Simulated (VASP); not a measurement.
A run of VASP 6.6.1:

Contents of INCAR:

```
PREC = Accurate ; ENCUT = 600
EDIFF = 1E-7 ; ISMEAR = 0
SIGMA = 0.03 ; LREAL = F
LASPH = T ; NELM = 80
ALGO = Normal ; ISIF = 3
LWAVE = F ; LCHARG = F
GGA = PS ; IBRION = 2
NSW = 90 ; EDIFFG = -0.005
```

File KPOINTS:

```
Automatic mesh
0
Gamma
  10 10 10
```

Contents of POSCAR:

```
SiC                                     
1.0
    0.0000000000      2.1790000000      2.1790000000
    2.1790000000      0.0000000000      2.1790000000
    2.1790000000      2.1790000000      0.0000000000
  Si              C             
     1     1
Direct
     0.0000000000000000    0.0000000000000000    0.0000000000000000
     0.2500000000000000    0.2500000000000000    0.2500000000000000
```

Potentials or basis: VASP PAW PBE potentials, release 64 (Si, C).

Run with:

```sh
$ cat potpaw_PBE.64/Si/POTCAR potpaw_PBE.64/C/POTCAR > POTCAR
$ mpirun -np 1 vasp_std > vasp.out
```

Hardware: 1 thread of Intel(R) Xeon(R) 6975P-C (Granite Rapids), with other jobs on the host.

Q: Estimate the wall time of this run.

A: Wall time 6.9 s on 1 thread of Intel(R) Xeon(R) 6975P-C (Granite Rapids), with other jobs on the host, peak memory 0.15 GiB. Counts: scf iterations 13, k points 47, ion steps 1.
